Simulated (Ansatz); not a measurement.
MoS2:

```xyz
3
Lattice="1.5800 0.9122 6.1500 -1.5800 0.9122 6.1500 0.0000 -1.8244 6.1500" Properties=species:S:1:pos:R:3 pbc="T T T"
Mo    0.0000    0.0000    0.0000
S     0.0000    0.0000    7.6936
S     0.0000    0.0000    4.6125
```

Measurements of this composition are mostly on another form, of space group No. 194.

* Program: Ansatz 0.2.0
* Task: relaxation of cell and atoms
* Functional: PBEsol
* Dispersion: D3(BJ)
* Potentials or basis: Ansatz PAW
* Cutoff: 420 eV (not typed: the program's choice for these potentials)
* k mesh: 10 × 10 × 10
* Occupations: fermi-dirac, width 0.05 eV
* Spin: no spin polarisation

At the start: volume 17.73 Å³/atom.

Problem. Where does the relaxation end?

Solution. It ends after 6 steps and the volume is 16.21 Å³/atom (-8.5 %); space group R3m (No. 160, to 0.05 Å).

Step by step:
| step | energy change (eV) | largest force (eV/Å) | volume (Å³) |
| --- | --- | --- | --- |
| 1 | 0.0000 | 0.2763 | 53.18 |
| 2 | -0.0078 | 0.4704 | 46.98 |
| 3 | -0.0625 | 0.0837 | 49.41 |
| 4 | -0.0648 | 0.0102 | 49.14 |
| 5 | -0.0666 | 0.0056 | 48.64 |
| 6 | -0.0662 | 0.0056 | 48.64 |

Final structure:
```cif
data_structure
_symmetry_space_group_name_H-M 'P 1'
_symmetry_Int_Tables_number 1
_cell_length_a 6.0582
_cell_length_b 6.0582
_cell_length_c 6.0582
_cell_angle_alpha 29.804
_cell_angle_beta 29.804
_cell_angle_gamma 29.804
_cell_volume 48.64
loop_
_atom_site_label
_atom_site_type_symbol
_atom_site_fract_x
_atom_site_fract_y
_atom_site_fract_z
_atom_site_occupancy
Mo1 Mo 0.00005 0.00005 0.00005 1
S1 S 0.42332 0.42332 0.42332 1
S2 S 0.24363 0.24363 0.24363 1
```

Caveat: the plane-wave basis is chosen anew once the cell has moved, so the energies of steps on either side of that aren't comparable; the PAW data sets come from PBE, with cores solved anew for the run's functional, which leaves a small shift of forces and pressure.
